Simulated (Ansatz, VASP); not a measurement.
# Two plane-wave programs on BeS

```
CELL_PARAMETERS angstrom
0.00000 2.42500 2.42500
2.42500 0.00000 2.42500
2.42500 2.42500 0.00000
ATOMIC_POSITIONS crystal
Be 0.00000 0.00000 0.00000
S 0.25000 0.25000 0.25000
```

Alike in both runs: task relaxation of cell and atoms; functional LDA; k mesh 8 × 8 × 8; occupations gaussian, width 0.02 eV; no spin polarisation.

|  | VASP | Ansatz |
| --- | --- | --- |
| version | VASP 6.6.1 | Ansatz 0.2.0 |
| potentials or method | VASP PAW LDA potentials, release 64 (Be, S) | scalar-relativistic, plane waves, PAW |
| plane-wave cutoff (eV) | 600 | 420 |
| valence electrons in the cell | 8 | 8 |

|  | VASP | Ansatz | Ansatz less VASP |
| --- | --- | --- | --- |
| gap on the k mesh at the Fermi level, each at its own relaxed structure (eV) | 2.83 | 2.82 | -0.008 |
| relaxed volume (Å³/atom) | 13.80 | 13.79 | -0.008 |
| relaxed cell length with the largest relative difference (Å) | 3.392 | 3.392 | -0.0007 |
| energy change over the relaxation (meV/atom) | -5 | -5 | -0.2 |

A k mesh can miss the band edges. Zero-point motion and thermal expansion aren't in these numbers. LDA usually gives volumes a few per cent too small.
